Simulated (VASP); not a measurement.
# Co (P6_3/mmc) in VASP: a series of runs

Aim: see how the results for Co move with the level of theory and the settings. Levels: PBE+D3+U, RPBE+U. Tasks: single point, band structure.

Everything below comes from runs of VASP 6.6.1. Logs are shortened: lines on timing, memory, paths and dates and some standing lists are left out, and cuts for length are marked.

### 1 The structure

Symmetry: P6_3/mmc, No. 194, hexagonal system. The conventional cell has a = 2.472 Å, b = 2.472 Å, c = 4.021 Å, α = 90.00°, β = 90.00°, γ = 120.00°. Co (site symmetry -6m2) has 12 Co at 2.47 Å as nearest neighbours.

### 2 Single point, PBE+D3+U, collinear spin, antiferromagnetic start (volume scaled by 1.25)

Input file run.py:

```python
from ase.calculators.vasp import Vasp
from ase.dft.bandgap import bandgap
from ase.io import read

atoms = read('Co.cif')
atoms.set_initial_magnetic_moments([2.0, -2.0])
calc = Vasp(
    directory='calc',
    xc='pbe',
    pp='PBE',
    setups='recommended',
    prec='Accurate',
    encut=520,
    ediff=1e-06,
    ismear=0,
    sigma=0.05,
    lreal=False,
    lasph=True,
    nelm=120,
    algo='Fast',
    isif=2,
    lwave=False,
    lcharg=True,
    ispin=2,
    lorbit=11,
    lmaxmix=4,
    ldautype=2,
    ldauprint=1,
    ivdw=11,
    lelf=True,
    lvhar=True,
    ldau_luj={'Co': {'L': 2, 'U': 5.3, 'J': 0}},
    kpts=[12, 12, 7],
    gamma=True,
    nbands=20,
)
atoms.calc = calc

print('energy (eV):', atoms.get_potential_energy())
print('free energy (eV):', atoms.get_potential_energy(force_consistent=True))
print('forces (eV/A):')
print(atoms.get_forces())
print('stress (eV/A^3, Voigt):', atoms.get_stress())
print('Fermi level (eV):', calc.get_fermi_level())
print('moment (muB):', atoms.get_magnetic_moment())
print('site moments (muB):', atoms.get_magnetic_moments())
gap, top, bottom = bandgap(calc)
print('band gap (eV):', gap, 'from (spin, k, band)', top, 'to', bottom)
```

Input file Co.cif:

```cif
data_Co
_cell_length_a 2.66288117
_cell_length_b 2.66288117
_cell_length_c 4.33164615
_cell_angle_alpha 90.00000000
_cell_angle_beta 90.00000000
_cell_angle_gamma 120.00000000
_space_group_name_H-M_alt 'P1'
_space_group_name_Hall 'P 1'
_space_group_IT_number 1
loop_
_space_group_symop_operation_xyz
'x,y,z'
loop_
_atom_site_label
_atom_site_type_symbol
_atom_site_symmetry_multiplicity
_atom_site_Wyckoff_symbol
_atom_site_fract_x
_atom_site_fract_y
_atom_site_fract_z
_atom_site_occupancy
Co1 Co 1 a 0.6666666667 0.3333333333 0.7500000000 1
Co2 Co 1 a 0.3333333333 0.6666666667 0.2500000000 1
```

Potentials or basis: VASP PAW PBE potentials, release 64 (Co).

Run with:

```
$ python run.py
```

The program printed:

```text
energy (eV): -7.08899196
free energy (eV): -7.0897458
forces (eV/A):
[[-0.  0.  0.]
 [ 0.  0.  0.]]
stress (eV/A^3, Voigt): [ 0.05757758  0.05757758 -0.05861771  0.         -0.          0.        ]
Fermi level (eV): 7.99564731
moment (muB): 0.0
site moments (muB): [ 2.03 -2.03]
band gap (eV): 0.0 from (spin, k, band) (None, None, None) to (None, None, None)
```

OUTCAR:

```text
ENCUT = 520.000000
   EDIFF = 1.00e-06
   GGA = PE
   PREC = Accurate
   ISIF = 2
   ISMEAR = 0
   ISPIN = 2
   LORBIT = 11
   NELM = 120
   IVDW = 11
   LASPH = .TRUE.
   LREAL = .FALSE.
 IVDW          = 11

 ion  position               nearest neighbor table
   1  0.667  0.333  0.750-   2 2.66   2 2.66   2 2.66   2 2.66   2 2.66   2 2.66
   2  0.333  0.667  0.250-   1 2.66   1 2.66   1 2.66   1 2.66   1 2.66   1 2.66

  LATTYP: Found a hexagonal cell.
 ALAT       =     2.6628811700
 C/A-ratio  =     1.6266764731

  Lattice vectors:

 A1 = (   2.6628811700,   0.0000000000,   0.0000000000)
 A2 = (  -1.3314405850,   2.3061227405,   0.0000000000)
 A3 = (   0.0000000000,   0.0000000000,   4.3316461500)

Analysis of symmetry for initial positions (statically):
=====================================================================
 Subroutine PRICEL returns:
 Original cell was already a primitive cell.

 Routine SETGRP: Setting up the symmetry group for a
 hexagonal supercell.

 Subroutine GETGRP returns: Found 24 space group operations
 (whereof 12 operations were pure point group operations)
 out of a pool of 24 trial point group operations.

The static configuration has the point symmetry D_3d.
 The point group associated with its full space group is D_6h.

Analysis of symmetry for dynamics (positions and initial velocities):
=====================================================================
 Subroutine PRICEL returns:
 Original cell was already a primitive cell.

 Routine SETGRP: Setting up the symmetry group for a
 hexagonal supercell.

[... 236 lines left out ...]
  ext. energy  EPLUGINS =         0.00000000
  ---------------------------------------------------
  free energy    TOTEN  =        -6.55579089 eV

  energy without entropy =       -6.55428321  energy(sigma->0) =       -6.55503705

 E-fermi :   7.9956     XC(G=0): -12.1190

 val. band max:        7.9714044512   @ k =   0.5000   0.0000   0.4286
 cond. band min:       7.9971223963   @ k =   0.0833   0.0833   0.0000
 fundamental gap:      0.0257179451
 Fermi energy:         7.9956473136

 spin component 1

 k-point     1 :       0.0000    0.0000    0.0000
  band No.  band energies     occupation
      1      -0.0570      1.00000
      2       2.4831      1.00000
      3       3.7527      1.00000
      4       3.7527      1.00000
      5       4.3666      1.00000
      6       4.5499      1.00000
[... 1097 lines left out ...]
     19      28.1443      0.00000
     20      29.1457      0.00000

 [... further k-points ...]

------------------------ aborting loop because EDIFF is reached ----------------------------------------

 Edisp (eV)   -0.53395

 E8    (eV) :    -0.3018

  FORCE on cell =-STRESS in cart. coord.  units (eV):
  Direction    XX          YY          ZZ          XY          YZ          ZX
  --------------------------------------------------------------------------------------
  -------------------------------------------------------------------------------------
  Total      -1.53158    -1.53158     1.55925    -0.00000     0.00000     0.00000
  in kB     -92.24945   -92.24945    93.91592    -0.00000     0.00000     0.00000
  external pressure =      -30.19 kB  Pullay stress =        0.00 kB

 VOLUME and BASIS-vectors are now :
 -----------------------------------------------------------------------------
  energy-cutoff  :      520.00
  volume of cell :       26.60
      direct lattice vectors                 reciprocal lattice vectors
     2.662881170  0.000000000  0.000000000     0.375533092  0.216814132  0.000000000
    -1.331440585  2.306122740  0.000000000     0.000000000  0.433628264  0.000000000
     0.000000000  0.000000000  4.331646150     0.000000000  0.000000000  0.230859116

 POSITION                                       TOTAL-FORCE (eV/Angst)
 -----------------------------------------------------------------------------------
      1.33144      0.76871      3.24873        -0.000000      0.000000      0.000000
     -0.00000      1.53742      1.08291         0.000000      0.000000      0.000000
 -----------------------------------------------------------------------------------
    total drift:                               -0.000000      0.000000     -0.000000

  FREE ENERGIE OF THE ION-ELECTRON SYSTEM (eV)
  ---------------------------------------------------
  free  energy   TOTEN  =        -7.0897457998 eV

  energy  without entropy=       -7.0882381210  energy(sigma->0) =       -7.08899196

 total charge

# of ion       s       p       d       tot
------------------------------------------
    1        0.421   0.356   7.312   8.090
    2        0.421   0.356   7.312   8.090
--------------------------------------------------
tot          0.843   0.713  14.625  16.180

 magnetization (x)

# of ion       s       p       d       tot
------------------------------------------
    1        0.021   0.002   2.008   2.030
    2       -0.021  -0.002  -2.008  -2.030
--------------------------------------------------
tot          0.000   0.000   0.000   0.000
```

INCAR:

```text
ENCUT = 520.000000
SIGMA = 0.050000
EDIFF = 1.00e-06
ALGO = Fast
GGA = PE
PREC = Accurate
ISIF = 2
ISMEAR = 0
ISPIN = 2
LDAUPRINT = 1
LDAUTYPE = 2
LMAXMIX = 4
LORBIT = 11
NBANDS = 20
NELM = 120
IVDW = 11
LASPH = .TRUE.
LCHARG = .TRUE.
LELF = .TRUE.
LVHAR = .TRUE.
LWAVE = .FALSE.
LREAL = .FALSE.
LDAU = .TRUE.
LDAUL = 2
LDAUU = 5.300
LDAUJ = 0.000
MAGMOM = 1*2.0000 1*-2.0000
```

It took 92 s on 1 thread of Intel Xeon Platinum 8488C (Sapphire Rapids), shared host; peak memory 0.19 GiB.

Results:

| Property | Result |
| --- | --- |
| Free energy | -7.0897 eV |
| Pressure | -3.0 GPa |
| Band gap on the k mesh | none (metal or under the smearing width) |
| Net moment | 0.00 μB per cell |
| Site moments | Co +2.03, -2.03 μB |
| Valence electrons inside the program's atomic spheres | Co 8.09 |
| Dispersion energy per atom | -0.267 eV |

Stress tensor (GPa, compression positive):
```
-9.22  0.00  0.00
 0.00 -9.22  0.00
 0.00  0.00  9.39
```

Levels at points of the mesh, in eV from the Fermi level:
Spin up:
| k point | band 5 | band 6 | band 7 | band 8 | band 9 | band 10 | band 11 | band 12 | band 13 | band 14 |
| --- | --- | --- | --- | --- | --- | --- | --- | --- | --- | --- |
| (0.00, 0.00, 0.00) | -3.63 | -3.45 | -3.45 | -1.55 | -1.55 | -0.51 | 3.72 | 3.72 | 4.32 | 19.67 |
| (0.50, 0.00, 0.00) | -2.92 | -2.85 | -2.05 | 0.00 | 0.43 | 0.99 | 2.22 | 3.45 | 7.78 | 8.56 |
Spin down:
```tsv
k point	band 7	band 8	band 9	band 10	band 11	band 12
(0.00, 0.00, 0.00)	-3.45	-1.55	-1.55	-0.51	3.72	3.72
(0.50, 0.00, 0.00)	-2.05	0.00	0.43	0.99	2.22	3.45
```

Eigenvalues of the final occupation matrices:
| site | spin | trace | eigenvalues |
| --- | --- | --- | --- |
| site 1 d | 1 | 4.67 | 0.93 0.93 0.93 0.94 0.94 |
| site 1 d | 2 | 2.66 | 0.04 0.04 0.83 0.83 0.92 |
| site 2 d | 1 | 2.66 | 0.04 0.04 0.83 0.83 0.92 |
| site 2 d | 2 | 4.67 | 0.93 0.93 0.93 0.94 0.94 |

Caveat: pairwise dispersion overbinds metals, which lowers pressure and volume; the U is typed as a test and isn't derived for this compound. The state reached can hang on the start; a lower one may exist.

### 3 Band structure, RPBE+U, collinear spin, antiferromagnetic start

Input file POSCAR:

```
Co
1.0
    2.4719999032      0.0000000000      0.0000000000
   -1.2359999516      2.1408147143      0.0000000000
    0.0000000000      0.0000000000      4.0211440800
Co
2
Direct
    0.6666666667      0.3333333333      0.7500000000
    0.3333333333      0.6666666667      0.2500000000
```

Input file INCAR.step1:

```
  PREC = Accurate
  ENCUT = 520
  EDIFF = 1E-7
  ISMEAR = -1
  SIGMA = 0.1
  LREAL = False
  LASPH = True
  NELM = 120
  ALGO = Normal
  ISIF = 2
  LWAVE = False
  LCHARG = True
  ISPIN = 2
  MAGMOM = 2 -2
  LORBIT = 11
  LMAXMIX = 4
  LDAU = True
  LDAUTYPE = 1
  LDAUL = 2
  LDAUU = 6
  LDAUJ = 0.9
  LDAUPRINT = 1
  GGA = RP
  NBANDS = 20
```

Input file KPOINTS.step1:

```
regular mesh
0
Gamma
  12 12 7
```

Input file INCAR.step2:

```
  PREC = Accurate
  ENCUT = 520
  EDIFF = 1E-7
  ISMEAR = 0
  SIGMA = 0.05
  LREAL = False
  LASPH = True
  NELM = 120
  ALGO = Normal
  ISIF = 2
  LWAVE = False
  LCHARG = False
  ISPIN = 2
  MAGMOM = 2 -2
  LORBIT = 11
  LMAXMIX = 4
  LDAU = True
  LDAUTYPE = 1
  LDAUL = 2
  LDAUU = 6
  LDAUJ = 0.9
  LDAUPRINT = 1
  GGA = RP
  NBANDS = 20
  ICHARG = 11
```

Input file KPOINTS.step2:

```
path GMKGALHA,LM,KH
15
line-mode
reciprocal
 0.0000000000  0.0000000000  0.0000000000  G
 0.5000000000  0.0000000000  0.0000000000  M

 0.5000000000  0.0000000000  0.0000000000  M
 0.3333333333  0.3333333333  0.0000000000  K

 0.3333333333  0.3333333333  0.0000000000  K
 0.0000000000  0.0000000000  0.0000000000  G

 0.0000000000  0.0000000000  0.0000000000  G
 0.0000000000  0.0000000000  0.5000000000  A

 0.0000000000  0.0000000000  0.5000000000  A
 0.5000000000  0.0000000000  0.5000000000  L

 0.5000000000  0.0000000000  0.5000000000  L
 0.3333333333  0.3333333333  0.5000000000  H

 0.3333333333  0.3333333333  0.5000000000  H
 0.0000000000  0.0000000000  0.5000000000  A

 0.5000000000  0.0000000000  0.5000000000  L
 0.5000000000  0.0000000000  0.0000000000  M

 0.3333333333  0.3333333333  0.0000000000  K
 0.3333333333  0.3333333333  0.5000000000  H
```

Potentials or basis: VASP PAW PBE potentials, release 64 (Co).

Run with:

```
$ cat potpaw_PBE.64/Co/POTCAR > POTCAR
$ cp INCAR.step1 INCAR
$ cp KPOINTS.step1 KPOINTS
$ mpirun -np 1 vasp_std > vasp.out
$ cp INCAR.step2 INCAR
$ cp KPOINTS.step2 KPOINTS
$ mpirun -np 1 vasp_std > vasp.out
```

Run time: 1.8 min. Hardware: 1 thread of Intel Xeon Platinum 8488C (Sapphire Rapids), shared host; peak memory 0.19 GiB.

The run converged. Its results:

```
Band gap along the path : none (metal or under the smearing width)
Net moment              : 0.00 μB per cell
```

Levels at the corners of the path, in eV from the Fermi level:
Spin up:
```
point  band 5  band 6  band 7  band 8  band 9  band 10  band 11  band 12
    Γ   -4.52   -3.73   -3.73   -1.80   -1.80    -0.70     3.36     3.36
    M   -3.76   -3.35   -1.77    0.11    0.34     0.73     3.02     3.04
    M   -3.76   -3.35   -1.77    0.11    0.34     0.73     3.02     3.04
    K   -4.40   -2.37   -1.96   -1.40    0.95     1.86     4.36     4.89
    K   -4.40   -2.37   -1.96   -1.40    0.95     1.86     4.36     4.89
    Γ   -4.52   -3.73   -3.73   -1.80   -1.80    -0.70     3.36     3.36
    Γ   -4.52   -3.73   -3.73   -1.80   -1.80    -0.70     3.36     3.36
    A   -4.66   -4.60   -3.75   -3.75   -1.68    -1.68     3.37     3.37
    A   -4.66   -4.60   -3.75   -3.75   -1.68    -1.68     3.37     3.37
    L   -4.18   -2.52   -1.77   -0.51    0.34     1.16     1.96     2.73
    L   -4.18   -2.52   -1.77   -0.51    0.34     1.16     1.96     2.73
    H   -4.05   -2.82   -2.62   -2.05    0.82     1.24     5.24     5.90
    H   -4.05   -2.82   -2.62   -2.05    0.82     1.24     5.24     5.90
    A   -4.66   -4.60   -3.75   -3.75   -1.68    -1.68     3.37     3.37
    L   -4.18   -2.52   -1.77   -0.51    0.34     1.16     1.96     2.73
    M   -3.76   -3.35   -1.77    0.11    0.34     0.73     3.02     3.04
    K   -4.40   -2.37   -1.96   -1.40    0.95     1.86     4.36     4.89
    H   -4.05   -2.82   -2.62   -2.05    0.82     1.24     5.24     5.90
```
Spin down:
| point | band 5 | band 6 | band 7 | band 8 | band 9 | band 10 | band 11 | band 12 |
| --- | --- | --- | --- | --- | --- | --- | --- | --- |
| Γ | -4.52 | -3.73 | -3.73 | -1.80 | -1.80 | -0.70 | 3.36 | 3.36 |
| M | -3.76 | -3.35 | -1.77 | 0.11 | 0.34 | 0.73 | 3.02 | 3.04 |
| M | -3.76 | -3.35 | -1.77 | 0.11 | 0.34 | 0.73 | 3.02 | 3.04 |
| K | -4.40 | -2.37 | -1.96 | -1.40 | 0.95 | 1.86 | 4.36 | 4.89 |
| K | -4.40 | -2.37 | -1.96 | -1.40 | 0.95 | 1.86 | 4.36 | 4.89 |
| Γ | -4.52 | -3.73 | -3.73 | -1.80 | -1.80 | -0.70 | 3.36 | 3.36 |
| Γ | -4.52 | -3.73 | -3.73 | -1.80 | -1.80 | -0.70 | 3.36 | 3.36 |
| A | -4.66 | -4.60 | -3.75 | -3.75 | -1.68 | -1.68 | 3.37 | 3.37 |
| A | -4.66 | -4.60 | -3.75 | -3.75 | -1.68 | -1.68 | 3.37 | 3.37 |
| L | -4.18 | -2.52 | -1.77 | -0.51 | 0.34 | 1.16 | 1.96 | 2.73 |
| L | -4.18 | -2.52 | -1.77 | -0.51 | 0.34 | 1.16 | 1.96 | 2.73 |
| H | -4.05 | -2.82 | -2.62 | -2.05 | 0.82 | 1.24 | 5.24 | 5.90 |
| H | -4.05 | -2.82 | -2.62 | -2.05 | 0.82 | 1.24 | 5.24 | 5.90 |
| A | -4.66 | -4.60 | -3.75 | -3.75 | -1.68 | -1.68 | 3.37 | 3.37 |
| L | -4.18 | -2.52 | -1.77 | -0.51 | 0.34 | 1.16 | 1.96 | 2.73 |
| M | -3.76 | -3.35 | -1.77 | 0.11 | 0.34 | 0.73 | 3.02 | 3.04 |
| K | -4.40 | -2.37 | -1.96 | -1.40 | 0.95 | 1.86 | 4.36 | 4.89 |
| H | -4.05 | -2.82 | -2.62 | -2.05 | 0.82 | 1.24 | 5.24 | 5.90 |

Caveat: the log is that of the step along the path at fixed density, whose energy, stress, charges and moments have no meaning; the PAW data sets were made with another functional, which shifts forces and pressure a little; the U is typed as a test and isn't derived for this compound. The state reached can hang on the start; a lower one may exist.
